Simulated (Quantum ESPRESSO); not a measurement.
# AlN (P1) in Quantum ESPRESSO: convergence with smearing width

Aim: find how far smearing width must go before the results for AlN settle, at PBEsol. This setting moves, with any that are tied to it; all else stays.

All numbers are computed with Quantum ESPRESSO 7.5; they aren't measurements. Logs are shortened: lines on timing, memory, paths and dates and some standing lists are left out, and cuts for length are marked.

## Step 1: The cell of the first run

The typed cell holds 2 atoms: a = 3.089 Å, b = 3.089 Å, c = 3.089 Å, α = 60.00°, β = 60.00°, γ = 60.00°.

The cell comes from a database or a generator and needn't be the stable form of this composition.

The cell isn't the ideal one: atoms moved at random, drawn with an rms of 0.05 Å.

## Step 2: With smearing width 0.5 eV

Input file pw.in:

```
&CONTROL
  calculation = 'scf'
  prefix = 'pwscf'
  outdir = './tmp'
  pseudo_dir = './pseudo'
  tprnfor = .true.
  tstress = .true.
  disk_io = 'nowf'
/
&SYSTEM
  ibrav = 0
  nat = 2
  ntyp = 2
  ecutwfc = 84
  nbnd = 9
  occupations = 'smearing'
  smearing = 'fd'
  degauss = 0.03674932
/
&ELECTRONS
  conv_thr = 4d-10
  electron_maxstep = 120
  mixing_beta = 0.5
/
ATOMIC_SPECIES
Al    26.9815 Al.upf
N     14.0070 N.upf
CELL_PARAMETERS angstrom
   0.0000000000    2.1839935596    2.1839935596
   2.1839935596    0.0000000000    2.1839935596
   2.1839935596    2.1839935596    0.0000000000
ATOMIC_POSITIONS crystal
Al     0.0003530000   -0.0059770000    0.0112680000
N      0.2477940000    0.2561980000    0.2419040000
K_POINTS automatic
10 10 10 0 0 0
```

Potentials or basis: PseudoDojo 0.4 SR PBEsol stringent.

Started as:

```sh
OMP_NUM_THREADS=1 pw.x -in pw.in > pw.out
```

pw.out:

```text
This program is part of the open-source Quantum ESPRESSO suite
     for quantum simulation of materials; please cite
         "P. Giannozzi et al., J. Phys.:Condens. Matter 21 395502 (2009);
         "P. Giannozzi et al., J. Phys.:Condens. Matter 29 465901 (2017);
         "P. Giannozzi et al., J. Chem. Phys. 152 154105 (2020);
     in publications or presentations arising from this work. More details at

     G-vector sticks info
     --------------------
     sticks:   dense  smooth     PW     G-vecs:    dense   smooth      PW
     Sum         793     793    241                14553    14553    2445

     Using Slab Decomposition

     bravais-lattice index     =            0
     lattice parameter (alat)  =       5.8367  a.u.
     unit-cell volume          =     140.5985 (a.u.)^3
     number of atoms/cell      =            2
     number of atomic types    =            2
     number of electrons       =         8.00
     number of Kohn-Sham states=            9
     kinetic-energy cutoff     =      84.0000  Ry
     charge density cutoff     =     336.0000  Ry
     scf convergence threshold =      4.0E-10
     mixing beta               =       0.5000
     number of iterations used =            8  plain     mixing
     Exchange-correlation= PBESOL
                           (   1   4  10   8   0   0   0)

     celldm(1)=   5.836671  celldm(2)=   0.000000  celldm(3)=   0.000000
     celldm(4)=   0.000000  celldm(5)=   0.000000  celldm(6)=   0.000000

     crystal axes: (cart. coord. in units of alat)
               a(1) = (   0.000000   0.707107   0.707107 )
               a(2) = (   0.707107   0.000000   0.707107 )
               a(3) = (   0.707107   0.707107   0.000000 )

     reciprocal axes: (cart. coord. in units 2 pi/alat)
               b(1) = ( -0.707107  0.707107  0.707107 )
               b(2) = (  0.707107 -0.707107  0.707107 )
               b(3) = (  0.707107  0.707107 -0.707107 )

     PseudoPot. # 1 for Al read from file:
     Al.upf
     Pseudo is Norm-conserving + core correction, Zval =  3.0
     Generated using ONCVPSP code by D. R. Hamann
     Using radial grid of 1876 points,  6 beta functions with:
                l(1) =   0
                l(2) =   0
                l(3) =   1
                l(4) =   1
                l(5) =   2
                l(6) =   2

     PseudoPot. # 2 for N  read from file:
     N.upf
     Pseudo is Norm-conserving + core correction, Zval =  5.0
     Generated using ONCVPSP code by D. R. Hamann
     Using radial grid of 1058 points,  4 beta functions with:
                l(1) =   0
                l(2) =   0
                l(3) =   1
                l(4) =   1

     atomic species   valence    mass     pseudopotential
     Al                3.00    26.98150     Al( 1.00)
     N                 5.00    14.00700     N ( 1.00)

     No symmetry found

   Cartesian axes

     site n.     atom                  positions (alat units)
         1        Al     tau(   1) = (   0.0037413   0.0082173  -0.0039768  )
         2        N      tau(   2) = (   0.3522113   0.3462688   0.3563762  )

     number of k points=   504  Fermi-Dirac smearing, width (Ry)=  0.0367

     Number of k-points >= 100: set verbosity='high' to print them.

     Dense  grid:    14553 G-vectors     FFT dimensions: (  36,  36,  36)

     Initial potential from superposition of free atoms

     starting charge       7.9977, renormalised to       8.0000
     Starting wfcs are    8 randomized atomic wfcs +    1 random wfcs

     Self-consistent Calculation

     iteration #  1     ecut=    84.00 Ry     beta= 0.50
     Davidson diagonalization with overlap
     ethr =  1.00E-02,  avg # of iterations =  5.9

     total energy              =     -25.35784482 Ry
     estimated scf accuracy    <       0.56837150 Ry

     iteration #  2     ecut=    84.00 Ry     beta= 0.50
     Davidson diagonalization with overlap
     ethr =  7.10E-03,  avg # of iterations =  1.8

     total energy              =     -25.51321098 Ry
     estimated scf accuracy    <       0.07341144 Ry

     iteration #  3     ecut=    84.00 Ry     beta= 0.50
     Davidson diagonalization with overlap
     ethr =  9.18E-04,  avg # of iterations =  1.1

     total energy              =     -25.52505514 Ry
     estimated scf accuracy    <       0.00414866 Ry

     iteration #  4     ecut=    84.00 Ry     beta= 0.50
     Davidson diagonalization with overlap
     ethr =  5.19E-05,  avg # of iterations =  2.4

     total energy              =     -25.52561987 Ry
     estimated scf accuracy    <       0.00090832 Ry

     iteration #  5     ecut=    84.00 Ry     beta= 0.50
     Davidson diagonalization with overlap
     c_bands:  1 eigenvalues not converged
     ethr =  1.14E-05,  avg # of iterations =  2.2

     total energy              =     -25.52564518 Ry
     estimated scf accuracy    <       0.00007569 Ry

     iteration #  6     ecut=    84.00 Ry     beta= 0.50
     Davidson diagonalization with overlap
     c_bands:  1 eigenvalues not converged
     c_bands:  1 eigenvalues not converged
     ethr =  9.46E-07,  avg # of iterations =  3.1

     total energy              =     -25.52566781 Ry
     estimated scf accuracy    <       0.00001437 Ry

     iteration #  7     ecut=    84.00 Ry     beta= 0.50
     Davidson diagonalization with overlap
     ethr =  1.80E-07,  avg # of iterations =  1.2

     total energy              =     -25.52567047 Ry
     estimated scf accuracy    <          5.7E-09 Ry

     iteration #  8     ecut=    84.00 Ry     beta= 0.50
     Davidson diagonalization with overlap
     ethr =  7.11E-11,  avg # of iterations =  4.2

     total energy              =     -25.52567054 Ry
     estimated scf accuracy    <       0.00000001 Ry

     iteration #  9     ecut=    84.00 Ry     beta= 0.50
     Davidson diagonalization with overlap
     ethr =  7.11E-11,  avg # of iterations =  1.0

     total energy              =     -25.52567054 Ry
     estimated scf accuracy    <          3.2E-09 Ry

     iteration # 10     ecut=    84.00 Ry     beta= 0.50
     Davidson diagonalization with overlap
     ethr =  3.95E-11,  avg # of iterations =  2.0

     End of self-consistent calculation

     Number of k-points >= 100: set verbosity='high' to print the bands.

     the Fermi energy is     9.1273 ev

!    total energy              =     -25.52567054 Ry
     estimated scf accuracy    <          8.0E-11 Ry
     smearing contrib. (-TS)   =      -0.00283805 Ry
     internal energy E=F+TS    =     -25.52283249 Ry

     The total energy is F=E-TS. E is the sum of the following terms:
     one-electron contribution =      -0.87964106 Ry
     hartree contribution      =       5.56322239 Ry
     xc contribution           =      -8.41099834 Ry
     ewald contribution        =     -21.79541547 Ry

     convergence has been achieved in  10 iterations

     Forces acting on atoms (cartesian axes, Ry/au):

     atom    1 type  1   force =    -0.00670742   -0.02683597    0.01041040
     atom    2 type  2   force =     0.00670742    0.02683597   -0.01041040

     Total force =     0.041798     Total SCF correction =     0.000000

     Computing stress (Cartesian axis) and pressure

          total   stress  (Ry/bohr**3)                   (kbar)     P=       16.72
   0.00012382  -0.00009235   0.00023767           18.21      -13.59       34.96
  -0.00009235   0.00009595   0.00005996          -13.59       14.12        8.82
   0.00023767   0.00005996   0.00012114           34.96        8.82       17.82

=------------------------------------------------------------------------------=
   JOB DONE.
=------------------------------------------------------------------------------=
```

Run time: 91 s. Hardware: 1 thread of Intel Xeon Platinum 8488C (Sapphire Rapids), shared host; peak memory 0.17 GiB.

What came out:

- Free energy: -347.2944 eV
- Pressure: 1.7 GPa
- Largest force: 0.760 eV/Å
- Band gap on the k mesh: 3.04 eV, indirect (least direct gap 3.96 eV)

## Step 3: With smearing width 0.3 eV

Edit pw.in of step 2 so:

```diff
@@ -17,3 +17,3 @@
   smearing = 'fd'
-  degauss = 0.03674932
+  degauss = 0.02204959
 /
```

Potentials or basis: PseudoDojo 0.4 SR PBEsol stringent.

Started as:

```sh
OMP_NUM_THREADS=1 pw.x -in pw.in > pw.out
```

It took 89 s on 1 thread of Intel Xeon Platinum 8488C (Sapphire Rapids), shared host; peak memory 0.17 GiB.

Results:

| Item | Value |
| --- | --- |
| Free energy | -347.2879 eV |
| Pressure | 1.6 GPa |
| Largest force | 0.762 eV/Å |
| Band gap on the k mesh | 3.04 eV, indirect (least direct gap 3.96 eV) |

## Step 4: With smearing width 0.2 eV

Edit pw.in of step 3 so:

```diff
@@ -17,3 +17,3 @@
   smearing = 'fd'
-  degauss = 0.02204959
+  degauss = 0.01469973
 /
```

Started as:

```sh
OMP_NUM_THREADS=1 pw.x -in pw.in > pw.out
```

Run time: 100 s. Hardware: 1 thread of Intel Xeon Platinum 8488C (Sapphire Rapids), shared host; peak memory 0.17 GiB.

What came out:

- Free energy: -347.2877 eV
- Pressure: 1.6 GPa
- Largest force: 0.762 eV/Å
- Band gap on the k mesh: 3.03 eV, indirect (least direct gap 3.96 eV)

## Step 5: With smearing width 0.136 eV

Edit pw.in of step 4 so:

```diff
@@ -17,3 +17,3 @@
   smearing = 'fd'
-  degauss = 0.01469973
+  degauss = 0.00999582
 /
```

Started as:

```sh
OMP_NUM_THREADS=1 pw.x -in pw.in > pw.out
```

Wall time 94 s (1 thread of Intel Xeon Platinum 8488C (Sapphire Rapids), shared host); peak memory 0.17 GiB.

Results:

- Free energy: -347.2876 eV
- Pressure: 1.6 GPa
- Largest force: 0.762 eV/Å
- Band gap on the k mesh: 3.03 eV, indirect (least direct gap 3.96 eV)

## Step 6: With smearing width 0.1 eV

Edit pw.in of step 5 so:

```diff
@@ -17,3 +17,3 @@
   smearing = 'fd'
-  degauss = 0.00999582
+  degauss = 0.00734986
 /
```

Potentials or basis: PseudoDojo 0.4 SR PBEsol stringent.

Started as:

```sh
OMP_NUM_THREADS=1 pw.x -in pw.in > pw.out
```

Wall time 96 s (1 thread of Intel Xeon Platinum 8488C (Sapphire Rapids), shared host); peak memory 0.17 GiB.

It converged, with:

* Free energy: -347.2876 eV
* Pressure: 1.6 GPa
* Largest force: 0.762 eV/Å
* Band gap on the k mesh: 3.03 eV, indirect (least direct gap 3.96 eV)

## Step 7: With smearing width 0.05 eV

Edit pw.in of step 6 so:

```diff
@@ -17,3 +17,3 @@
   smearing = 'fd'
-  degauss = 0.00734986
+  degauss = 0.00367493
 /
```

Started as:

```sh
OMP_NUM_THREADS=1 pw.x -in pw.in > pw.out
```

It took 92 s on 1 thread of Intel Xeon Platinum 8488C (Sapphire Rapids), shared host; peak memory 0.17 GiB.

Results (log left out):

```
Free energy            : -347.2876 eV
Pressure               : 1.6 GPa
Largest force          : 0.762 eV/Å
Band gap on the k mesh : 3.03 eV, indirect (least direct gap 3.96 eV)
```

## Step 8: With smearing width 0.025 eV

Edit pw.in of step 7 so:

```diff
@@ -17,3 +17,3 @@
   smearing = 'fd'
-  degauss = 0.00367493
+  degauss = 0.00183747
 /
```

Started as:

```sh
OMP_NUM_THREADS=1 pw.x -in pw.in > pw.out
```

It took 96 s on 1 thread of Intel Xeon Platinum 8488C (Sapphire Rapids), shared host; peak memory 0.17 GiB.

Results (log left out):

```
Free energy            : -347.2876 eV
Pressure               : 1.6 GPa
Largest force          : 0.762 eV/Å
Band gap on the k mesh : 3.03 eV, indirect (least direct gap 3.96 eV)
```

## Step 9: With smearing width 0.01 eV

Edit pw.in of step 8 so:

```diff
@@ -17,3 +17,3 @@
   smearing = 'fd'
-  degauss = 0.00183747
+  degauss = 0.00073499
 /
```

Potentials or basis: PseudoDojo 0.4 SR PBEsol stringent.

Started as:

```sh
OMP_NUM_THREADS=1 pw.x -in pw.in > pw.out
```

Run time: 93 s. Hardware: 1 thread of Intel Xeon Platinum 8488C (Sapphire Rapids), shared host; peak memory 0.16 GiB.

Results (log left out):

* Free energy: -347.2876 eV
* Pressure: 1.6 GPa
* Largest force: 0.762 eV/Å
* Band gap on the k mesh: 3.03 eV, indirect (least direct gap 3.96 eV)

## Step 10: The series at a glance

| smearing width | energy less the tightest run, at zero smearing (meV/atom) | pressure (GPa) | largest force (eV/Å) | gap on the mesh (eV) | SCF cycles | CPU time (s) | peak memory (GiB) |
| --- | --- | --- | --- | --- | --- | --- | --- |
| 0.5 eV | 6.26 | 1.67 | 0.760 | 3.044 | 10 | 88 | 0.17 |
| 0.3 eV | 0.33 | 1.58 | 0.762 | 3.035 | 10 | 87 | 0.17 |
| 0.2 eV | 0.01 | 1.57 | 0.762 | 3.034 | 10 | 93 | 0.17 |
| 0.136 eV | 0.00 | 1.57 | 0.762 | 3.034 | 10 | 89 | 0.17 |
| 0.1 eV | 0.00 | 1.57 | 0.762 | 3.034 | 10 | 93 | 0.17 |
| 0.05 eV | 0.00 | 1.57 | 0.762 | 3.034 | 10 | 89 | 0.17 |
| 0.025 eV | 0.00 | 1.57 | 0.762 | 3.034 | 10 | 90 | 0.17 |
| 0.01 eV | 0.00 | 1.57 | 0.762 | 3.034 | 10 | 90 | 0.16 |

Against the tightest run, the energy stays within 1 meV/atom from 0.3 eV on; the pressure stays within 0.1 GPa from 0.5 eV on; the largest force stays within 0.005 eV/Å from 0.5 eV on; the gap on the mesh stays within 0.01 eV from 0.5 eV on. The tightest run that finished is the yardstick and may itself not be fully converged.
